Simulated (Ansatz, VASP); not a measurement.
Mg: VASP beside Ansatz

```
Mg
1.0
     3.14432    0.00000    0.00000
    -1.57216    2.72306    0.00000
     0.00000    0.00000    5.10487
Mg
2
Direct
  0.33333 0.66667 0.25000
  0.66667 0.33333 0.75000
```

Change from the starting cell: volume scaled by 0.9405.

Alike in both runs: task single point; functional PBE; k mesh 12 × 12 × 7; occupations fermi-dirac, width 0.08 eV; no spin polarisation.

```csv
,VASP,Ansatz
version,VASP 6.6.1,Ansatz 0.2.0
potentials or method,"VASP PAW PBE potentials, release 64 (Mg), cutoff 520 eV","all-electron LAPW, scalar-relativistic"
```

```tsv
	VASP	Ansatz	Ansatz less VASP
pressure (GPa)	1.8	1.9	+0.10
largest component of the traceless stress (GPa)	0.57	0.57	-0.002
```

Ansatz ran all-electron here, so the differences hold the error of VASP's frozen core and of both bases.
